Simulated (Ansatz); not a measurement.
# KMgF3 (Pm-3m): the host for defect calculations, part 3 of 3

Aim: the runs on the perfect crystal KMgF3 (Pm-3m) that a defect calculation needs first.

Ansatz 0.2.0; plane-wave PAW DFT, PBE; relaxation of the host's cell and atoms; PAW set soft_1 (the session's first sound run).

So far. Step 3 (Dielectric tensors of the host): The electronic dielectric tensor is isotropic, 2.10. The static dielectric tensor is isotropic, 8.19.

### Step 6. Host on a dense mesh

This step: plane-wave PAW DFT, PBE; single point of the defect-free host, a test of the k-point sampling; PAW set soft_1 (Ansatz 0.2.0).

System of this step: KMgF3 (Pm-3m). The structure is cubic, space group Pm-3m (No. 221). Conventional cell: a = 4.054 Å, b = 4.054 Å, c = 4.054 Å, α = 90.00°, β = 90.00°, γ = 90.00°. K has 12 F at 2.87 Å nearest. Nearest to Mg lie 6 F at 2.03 Å. F has 2 Mg at 2.03 Å and 4 K at 2.87 Å nearest. Farther neighbours and most contacts between anions are not listed.

Input file dense/input.yaml:

```yaml
crystal:
  lattice:
    - [4.0544938869, 0.0, 0.0]
    - [0.0, 4.0544938869, 0.0]
    - [0.0, 0.0, 4.0544938869]
  atoms:
    - { symbol: K, position: [0.5, 0.5, 0.5] }
    - { symbol: Mg, position: [0.0, 0.0, 0.0] }
    - { symbol: F, position: [0.0, 0.5, 0.0] }
    - { symbol: F, position: [0.0, 0.0, 0.5] }
    - { symbol: F, position: [0.5, 0.0, 0.0] }
basis:
  ecutwfc: 420
  xc_grid: 2
hamiltonian:
  xc: pbe
  pseudopotentials: { kind: paw, azcp: { folder: soft_1 } }
kpoints:
  mp_grid: { grid: [7, 7, 7] }
scf:
  occupations: { method: fermi_dirac, width: 0.01 }
  max_iter: 100
  lower_state_search: "off"
checkpoint:
  write: "../dense.run"
  compress: false
  write_wavefunctions: false
  write_every: 100000
```

Launch:

```console
$ ansatz run input.yaml --threads 8 --pin off --max-ram 17899MiB --backend cpu --events-out ev --progress --plain --runs-dir out
```

Numbers of over 12 decimals in the logs are rounded to 6 here.

The log of the run:

```text
[...]
Crystal: 5 atoms, lattice volume = 66.652 Å³
Basis set: ecut = 420 eV, 1309 PW (Γ), exchange–correlation on 60×60×60 points (8 copies of the dense FFT grid, shifted against one another)
Bands: 25, of which v1, the nominal top of the filled ones, is band 20 counted from 1 (19 counted from 0)
Symmetry: 48 space group operations
[...]
k-points: 20 of 343
[...]
SCF iter   1: F=—  HF=-5898.111678 eV  |F-HF|=—  |Δ(HF+E_count)|=         —  Δρ=1.38e-1  dr2=1.03e1  ethr=3.10e-3  ⟨swp⟩=6.7  Hψ=2639  notcnv=0
[...]
SCF iter   8: F=-5894.742865 eV  HF=-5894.742865 eV  |F-HF|=1.61e-9  |Δ(HF+E_count)|=   6.75e-7  Δρ=6.79e-6  dr2=3.69e-8  ethr=2.50e-10  ⟨swp⟩=3.0  Hψ=1247  notcnv=0
SCF 1 converged in 8 iterations: F = -5894.742865 eV  dr2 = 3.69e-8
[...]
SCF converged after 8 iterations
Free energy (F): -5894.742865 eV
[...]
Internal energy: -5894.742865 eV  (E = F + TS)
E sigma→0 (E₀):  -5894.742865 eV
Fermi energy:    5.829261 eV
[...]
```

The job ended after 0.47 s (8 threads of Arm Neoverse V1, shared host; peak memory 0.35 GiB; 2.5 s of CPU time).

### Step 7. Defect free supercell at the zone centre

The supercell is run at the zone centre, to see how far that sampling misses the dense mesh.

System of this step: KMgF3 (Pm-3m). Symmetry: Pm-3m, No. 221, cubic system. Conventional cell: a = 4.054 Å, b = 4.054 Å, c = 4.054 Å, α = 90.00°, β = 90.00°, γ = 90.00°. K has 12 F at 2.87 Å nearest. Nearest to Mg lie 6 F at 2.03 Å. Nearest to F lie 2 Mg at 2.03 Å and 4 K at 2.87 Å. Farther neighbours and most contacts between anions are not listed.

Input file pristine.sampling_gamma/input.yaml:

```yaml
crystal:
  lattice:
    - [8.1089877739, 0.0, 0.0]
    - [0.0, 8.1089877739, 0.0]
    - [0.0, 0.0, 8.1089877739]
  atoms:
    - { symbol: K, position: [0.25, 0.25, 0.25] }
    - { symbol: Mg, position: [0.0, 0.0, 0.0] }
    - { symbol: F, position: [0.0, 0.25, 0.0] }
    - { symbol: F, position: [0.0, 0.0, 0.25] }
    - { symbol: F, position: [0.25, 0.0, 0.0] }
    - { symbol: K, position: [0.25, 0.25, 0.75] }
    - { symbol: Mg, position: [0.0, 0.0, 0.5] }
    - { symbol: F, position: [0.0, 0.25, 0.5] }
    - { symbol: F, position: [0.0, 0.0, 0.75] }
    - { symbol: F, position: [0.25, 0.0, 0.5] }
    - { symbol: K, position: [0.25, 0.75, 0.25] }
    - { symbol: Mg, position: [0.0, 0.5, 0.0] }
    - { symbol: F, position: [0.0, 0.75, 0.0] }
    - { symbol: F, position: [0.0, 0.5, 0.25] }
    - { symbol: F, position: [0.25, 0.5, 0.0] }
    - { symbol: K, position: [0.25, 0.75, 0.75] }
    - { symbol: Mg, position: [0.0, 0.5, 0.5] }
    - { symbol: F, position: [0.0, 0.75, 0.5] }
    - { symbol: F, position: [0.0, 0.5, 0.75] }
    - { symbol: F, position: [0.25, 0.5, 0.5] }
    - { symbol: K, position: [0.75, 0.25, 0.25] }
    - { symbol: Mg, position: [0.5, 0.0, 0.0] }
    - { symbol: F, position: [0.5, 0.25, 0.0] }
    - { symbol: F, position: [0.5, 0.0, 0.25] }
    - { symbol: F, position: [0.75, 0.0, 0.0] }
    - { symbol: K, position: [0.75, 0.25, 0.75] }
    - { symbol: Mg, position: [0.5, 0.0, 0.5] }
    - { symbol: F, position: [0.5, 0.25, 0.5] }
    - { symbol: F, position: [0.5, 0.0, 0.75] }
    - { symbol: F, position: [0.75, 0.0, 0.5] }
    - { symbol: K, position: [0.75, 0.75, 0.25] }
    - { symbol: Mg, position: [0.5, 0.5, 0.0] }
    - { symbol: F, position: [0.5, 0.75, 0.0] }
    - { symbol: F, position: [0.5, 0.5, 0.25] }
    - { symbol: F, position: [0.75, 0.5, 0.0] }
    - { symbol: K, position: [0.75, 0.75, 0.75] }
    - { symbol: Mg, position: [0.5, 0.5, 0.5] }
    - { symbol: F, position: [0.5, 0.75, 0.5] }
    - { symbol: F, position: [0.5, 0.5, 0.75] }
    - { symbol: F, position: [0.75, 0.5, 0.5] }
basis:
  ecutwfc: 420
  xc_grid: 2
hamiltonian:
  xc: pbe
  pseudopotentials: { kind: paw, azcp: { folder: soft_1 } }
kpoints:
  mp_grid: { grid: [1, 1, 1] }
scf:
  occupations: { method: fermi_dirac, width: 0.01 }
  max_iter: 100
  lower_state_search: "off"
checkpoint:
  write: "../pristine.sampling_gamma.run"
  compress: false
  write_wavefunctions: false
  write_every: 100000
```

The log of the run:

```text
[...]
Crystal: 40 atoms, lattice volume = 533.212 Å³
Basis set: ecut = 420 eV, 10395 PW (Γ), exchange–correlation on 120×120×120 points (8 copies of the dense FFT grid, shifted against one another)
Bands: 200, of which v1, the nominal top of the filled ones, is band 160 counted from 1 (159 counted from 0)
Symmetry: 384 space group operations
[...]
k-points: 1
[...]
SCF iter   1: F=—  HF=-47184.525744 eV  |F-HF|=—  |Δ(HF+E_count)|=         —  Δρ=1.38e-1  dr2=8.15e1  ethr=3.10e-3  ⟨swp⟩=6.0  Hψ=871  notcnv=0  defer=16
[...]
SCF iter   9: F=-47157.813121 eV  HF=-47157.813121 eV  |F-HF|=6.35e-9  |Δ(HF+E_count)|=   3.18e-7  Δρ=3.45e-6  dr2=3.66e-8  ethr=3.13e-11  ⟨swp⟩=2.0  Hψ=641  notcnv=0
SCF 1 converged in 9 iterations: F = -47157.813121 eV  dr2 = 3.66e-8
[...]
SCF converged after 9 iterations
Free energy (F): -47157.813121 eV
[...]
Internal energy: -47157.813121 eV  (E = F + TS)
E sigma→0 (E₀):  -47157.813121 eV
Fermi energy:    5.841646 eV
[...]
```

Wall time 1.6 s (8 threads); peak memory 0.66 GiB.

### Step 8. Results

```
primitive cell vectors, lengths                                      : 4.054, 4.054, 4.054 Å
electronic dielectric constant                                       : 2.10
static dielectric constant                                           : 8.19
gap on the k-mesh of the response run (PBEsol)                       : 6.78 eV
supercell relaxed in its symmetry less the displaced and relaxed one : 0.000 eV
energy an atom at the zone centre alone less that on the dense mesh  : 0.003 eV
```

**Reading.** Step 5: The energy fell by 0.416 eV from the randomly displaced start; against the sites as typed, F13 ends farthest off, by 0.01 Å, once the mean shift is taken out. The displaced cell ends within 0.01 eV of the symmetric one relaxed in its symmetry, so no lower structure shows in this supercell. The k-mesh can miss the band edges, so this gap is an upper bound at this level. All at zero temperature.

[Logs are printed without paths, hosts, clocks, repeated set-up lines and the standing remarks that a program may print on its own settings, such as how far it seeks lower states.]

[Hosts, paths, dates, database ids (printed as entryN), source tags and the programs' standing remarks are cut or masked in the printed files.]

[Runs of the host that timed out are not shown.]

[For some hosts the program warned that the k-mesh of the response run may be too coarse for force constants and the static dielectric constant; such warnings are not always shown.]
